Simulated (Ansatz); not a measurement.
FeNi₃: rattling a relaxed structure

It was relaxed at this level from a Materials Project cell.

Computed with DFT PBE, scalar-relativistic, plane waves, PAW (Ansatz). Plane waves to 420 eV, a k mesh through Γ of 10×8×10 on the computed 8-atom cell and Gaussian smearing (0.10 eV); collinear spin from starting moments 3.1 3.1 0.7 0.7 0.7 0.7 0.7 0.7 μB.

The cell below (8 atoms, space group Pmmn (No. 59)) is relaxed within its symmetry.

```cif
data_structure
_symmetry_space_group_name_H-M 'P 1'
_symmetry_Int_Tables_number 1
_cell_length_a 4.0612
_cell_length_b 5.0231
_cell_length_c 4.3548
_cell_angle_alpha 90.000
_cell_angle_beta 90.000
_cell_angle_gamma 90.000
_cell_volume 88.84
loop_
_atom_site_label
_atom_site_type_symbol
_atom_site_fract_x
_atom_site_fract_y
_atom_site_fract_z
_atom_site_occupancy
Fe1 Fe 0.50000 0.00000 0.16643 1
Fe2 Fe 0.00000 0.50000 0.83357 1
Ni1 Ni 0.00000 0.00000 0.82999 1
Ni2 Ni 0.50000 0.50000 0.17001 1
Ni3 Ni 0.50000 0.24807 0.66735 1
Ni4 Ni 0.00000 0.74807 0.33265 1
Ni5 Ni 0.00000 0.25193 0.33265 1
Ni6 Ni 0.50000 0.75193 0.66735 1
```

For the test it was strained at random (σ = 1.5 % a component), the atoms were moved at random (σ = 0.10 Å), and all was relaxed again on a coarse 6×6×4 mesh (in the run’s order of axes) with 0.20 eV smearing, with no symmetry imposed.

Another magnetic order may lie lower.

Q: Does it come back?

A: It returns, within 1 meV/atom of the unmoved cell on that mesh and with the same symmetry when read at 0.1 Å. No instability shows in this cell; modes of other wave vectors, which need another repeat, aren't tested.
